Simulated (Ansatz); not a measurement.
# GaN: the cost of one run

Program: Ansatz 0.2.0. Level of theory: DFT PBE, scalar-relativistic, plane waves, PAW. These are calculated values, not measurements.

4 further runs of the same task are left out: 1 that didn't finish, 3 set aside as unsound or not needed.

### Step 1. The starting structure

The structure is cubic, space group F-43m (No. 216). Conventional cell: a = 4.548 Å, b = 4.548 Å, c = 4.548 Å, α = 90.00°, β = 90.00°, γ = 90.00°. Around Ga (site symmetry -43m) lie 4 N at 1.97 Å. N (site symmetry -43m) is surrounded by 4 Ga at 1.97 Å.

Coordinates:

```cif
data_structure
_symmetry_space_group_name_H-M 'F-43m'
_symmetry_Int_Tables_number 216
_cell_length_a 4.5485
_cell_length_b 4.5485
_cell_length_c 4.5485
_cell_angle_alpha 90.000
_cell_angle_beta 90.000
_cell_angle_gamma 90.000
_cell_volume 94.10
loop_
_atom_site_label
_atom_site_type_symbol
_atom_site_symmetry_multiplicity
_atom_site_Wyckoff_symbol
_atom_site_fract_x
_atom_site_fract_y
_atom_site_fract_z
_atom_site_occupancy
Ga1 Ga 4 a 0.00000 0.00000 0.00000 1
N1 N 4 c 0.25000 0.25000 0.25000 1
```

It goes back to an entry of the Materials Project.

It is the result of an earlier relaxation at this level (volume 11.76 Å³/atom; gap on the mesh: 1.54 eV).

### Step 2. Relaxing at 4 GPa

What is minimised here is the enthalpy; the energy can go up as the cell is squeezed.

input.yaml

```yaml
crystal:
  lattice:
    - [0.0, 2.274238494, 2.274238494]
    - [2.274238494, 0.0, 2.274238494]
    - [2.274238494, 2.274238494, 0.0]
  atoms:
    - { symbol: Ga, position: [0.0, 0.0, 0.0] }
    - { symbol: "N", position: [0.75, 0.75, 0.75] }
basis:
  ecutwfc: 420
kpoints:
  mp_grid: { grid: [10, 10, 10] }
hamiltonian:
  xc: pbe
scf:
  occupations: { method: fixed }
output:
  forces: true
  stress: true
  eigenvalues: true
relax:
  adjacent_minimum: "off"
  f_tol: 0.001
  max_steps: 60
  cell: { stress_tol: 0.02, p_target: 4.0 }
```

On the command line:

```bash
$ ansatz run input.yaml --threads 1 --pin off --max-ram 3072MiB --backend cpu --events-out ev --progress --plain --runs-dir out
```

Q: Estimate wall time and peak memory on 1 thread of Intel Xeon Platinum 8259CL at 2.50GHz (Skylake/Cascade Lake), shared host.

About 20 s, with a peak of 0.35 GiB.
